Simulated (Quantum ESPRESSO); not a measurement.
Zr: band structure with PBEsol

The system is Zr.

```
Zr
1.0
     3.23200    0.00000    0.00000
    -1.61600    2.79899    0.00000
     0.00000    0.00000    5.14700
Zr
2
Direct
  0.66667 0.33333 0.75000
  0.33333 0.66667 0.25000
```

```yaml
Program: Quantum ESPRESSO 7.5
Task: band structure
Functional: PBEsol
Potentials_or_basis: PseudoDojo 0.4.1 SR PBEsol standard
Cutoff: 898 eV
Density_cutoff: 3592 eV
k_mesh: 9 × 9 × 5
Occupations: fermi-dirac, width 0.05 eV
Spin: no spin polarisation
Mixing_beta: 0.5
Most_SCF_iterations: 120
SCF_threshold: 4e-10 Ry
```

* Pressure: -3.2 GPa
* Band gap on the k mesh: none (metal or under the smearing width)

Stress tensor (GPa, compression positive):
```
-3.46  0.00  0.00
 0.00 -3.46  0.00
 0.00  0.00 -2.62
```

Levels at the corners of the path, in eV from the Fermi level:
| point | band 9 | band 10 | band 11 | band 12 | band 13 | band 14 | band 15 | band 16 |
| --- | --- | --- | --- | --- | --- | --- | --- | --- |
| Γ | -5.68 | -3.05 | 0.84 | 0.84 | 1.00 | 1.17 | 1.54 | 1.54 |
| M | -2.58 | -2.53 | -2.16 | -0.22 | 0.51 | 0.77 | 1.45 | 4.90 |
| K | -2.12 | -1.37 | -1.37 | -1.15 | 0.25 | 0.25 | 1.79 | 4.32 |
| Γ | -5.68 | -3.05 | 0.84 | 0.84 | 1.00 | 1.17 | 1.54 | 1.54 |
| A | -3.97 | -3.97 | 0.03 | 0.03 | 0.75 | 0.75 | 0.75 | 0.75 |
| L | -2.89 | -2.89 | -1.07 | -1.07 | 1.62 | 1.62 | 2.19 | 2.19 |
| H | -1.47 | -1.47 | -1.29 | -1.29 | -0.03 | -0.03 | 2.02 | 2.02 |
| A | -3.97 | -3.97 | 0.03 | 0.03 | 0.75 | 0.75 | 0.75 | 0.75 |
| L | -2.89 | -2.89 | -1.07 | -1.07 | 1.62 | 1.62 | 2.19 | 2.19 |
| M | -2.58 | -2.53 | -2.16 | -0.22 | 0.51 | 0.77 | 1.45 | 4.90 |
| K | -2.12 | -1.37 | -1.37 | -1.15 | 0.25 | 0.25 | 1.79 | 4.32 |
| H | -1.47 | -1.47 | -1.29 | -1.29 | -0.03 | -0.03 | 2.02 | 2.02 |

Wall time 33 s on 2 MPI ranks on Arm Neoverse V1, on a shared host, peak memory 0.18 GiB a rank.
